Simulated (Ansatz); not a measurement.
# TiB: a tetragonal deformation path

An exercise on one series of results from a longer session: the logs are not shown, and one member is left open.

Computed with Ansatz 0.2.0 (DFT PBEsol, scalar-relativistic, plane waves, PAW, unless a step's input says otherwise).

### The starting structure

Symmetry: F-43m, No. 216, cubic system. Conventional cell: a = 4.202 Å, b = 4.202 Å, c = 4.202 Å, α = 90.00°, β = 90.00°, γ = 90.00°. Ti (site symmetry -43m) has 4 B at 1.82 Å as nearest neighbours. Around B (site symmetry -43m) lie 4 Ti at 1.82 Å.

Coordinates:

```cif
data_structure
_symmetry_space_group_name_H-M 'F-43m'
_symmetry_Int_Tables_number 216
_cell_length_a 4.2020
_cell_length_b 4.2020
_cell_length_c 4.2020
_cell_angle_alpha 90.000
_cell_angle_beta 90.000
_cell_angle_gamma 90.000
_cell_volume 74.19
loop_
_atom_site_label
_atom_site_type_symbol
_atom_site_symmetry_multiplicity
_atom_site_Wyckoff_symbol
_atom_site_fract_x
_atom_site_fract_y
_atom_site_fract_z
_atom_site_occupancy
Ti1 Ti 4 c 0.25000 0.25000 0.25000 1
B1 B 4 a 0.00000 0.00000 0.00000 1
```

Source of the structure: the Crystallography Open Database.

Set-up of the first run:

Contents of input.yaml:

```yaml
crystal:
  lattice:
    - [0.0, 2.101, 2.101]
    - [2.101, 0.0, 2.101]
    - [2.101, 2.101, 0.0]
  atoms:
    - { symbol: Ti, position: [0.75, 0.75, 0.75] }
    - { symbol: B, position: [0.0, 0.0, 0.0] }
basis:
  ecutwfc: 420
kpoints:
  mp_grid: { grid: [8, 8, 8] }
hamiltonian:
  xc: pbesol
scf:
  occupations: { method: gaussian, width: 0.1 }
output:
  forces: true
  stress: true
  eigenvalues: true
```

Among the steps run: Probe: one point at the start; Zero of the scan; Point ρ = 0.707; ρ = 1.414; Point ρ = 0.850; ρ = 1.200; Point ρ = 0.780; Point ρ = 1.300; Point ρ = 0.920; At ρ = 1.100; ρ = 0.650.

One table of the session follows, with a row left open; its other results are not shown here.

It belongs to the step «The scan collected». The scan, with free energies counted from the undisturbed cell:

```
    ρ  ΔE (meV/atom)  pressure (GPa)
0.650         -874.1            91.2
0.707         -592.7            97.5
0.780         -319.8           104.0
0.850         -139.5           108.8
0.920          -34.9           111.5
1.000            0.0           112.5
1.100              ?               ?
1.200         -102.2           108.2
1.300         -169.3           105.2
1.414         -253.6           102.0
```

**Question.** Estimate the row for ρ = 1.100.

Worked estimate for «ΔE (meV/atom)». A straight line through the neighbours (1.000, 0.0) and (1.200, -102.2) gives 0.0 + (-102.2 − 0.0) × (1.100 − 1.000) / (1.200 − 1.000) = -51.1; a parabola fitted to 4 rows on both sides gives -35.0.

The run gave: ΔE (meV/atom): -34.4; pressure (GPa): 111.2. In «ΔE (meV/atom)» the line misses by -16.7 and the parabola by -0.6.
